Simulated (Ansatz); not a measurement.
Crystal: Rh.

```
Rh
1.0
     0.00000    1.89785    1.89785
     1.89785    0.00000    1.89785
     1.89785    1.89785    0.00000
Rh
1
Direct
  0.00000 0.00000 0.00000
```

Base run:

* Program: Ansatz 0.2.0
* Functional: revPBE
* Potentials or basis: Ansatz PAW
* Cutoff: 420 eV (not typed: the program's choice for these potentials)
* k mesh: 12 × 12 × 12
* Occupations: fermi-dirac, width 0.05 eV
* Spin: no spin polarisation

Its results: band gap on the k mesh none (metal or under the smearing width); pressure 10.7 GPa.

Question: After a change of settings the same cell gave: band gap on the k mesh none (metal or under the smearing width); pressure 12.0 GPa. Which change was it?
A. functional from revPBE to BLYP
B. functional from revPBE to r2SCAN; cutoff from 420 eV (not typed: the program's choice for these potentials) to 500 eV (not typed: the program's choice for these potentials)
C. functional from revPBE to PBEsol; occupations from fermi-dirac, width 0.05 eV to gaussian, width 0.02 eV
D. functional from revPBE to RPBE

Answer: D.

Caveats: the PAW data sets come from PBE, with cores solved anew for the run's functional, which leaves a small shift of forces and pressure.

Runs at the PBE level aren't shown here.
